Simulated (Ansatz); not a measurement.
Structure relaxation of S

Computed with DFT PBEsol, scalar-relativistic, plane waves, PAW in Ansatz. Cutoff 420 eV, Γ-centred k mesh, Gaussian smearing, no spin polarisation in the final step.

This is the end of a relaxation of cell and atoms.

```
S
1.0
     3.94195    0.00000    0.00000
    -1.97098    3.41383    0.00000
     0.00000    0.00000    6.56748
S
4
Direct
  0.00000 0.00000 0.25000
  0.00000 0.00000 0.75000
  0.33333 0.66667 0.75000
  0.66667 0.33333 0.25000
```

Energies count from the standard state of S at the same level.

(1) What space group does it have?

(2) How far above the standard state of S does it lie?

(3) Is it a metal?

Results:

(1) P6_3/mmc (No. 194). Conventional cell: a = 3.942 Å, c = 6.567 Å. S on Wyckoff site b (2 atoms of the primitive cell) has 3 S at 2.28 Å; around S on Wyckoff site d (2 atoms of the primitive cell) lie 3 S at 2.28 Å.

(2) 0.73 eV/atom.

(3) Yes, bands cross the Fermi level on the 15×15×8 mesh.

The final run used a 15×15×8 mesh on its 4-atom cell and 0.10 eV smearing. For metals, differences of a few meV/atom aren't resolved. Weakly bound directions are ill-defined at this level, which has no dispersion term. The cell came from a trial start, so S may not exist in this structure.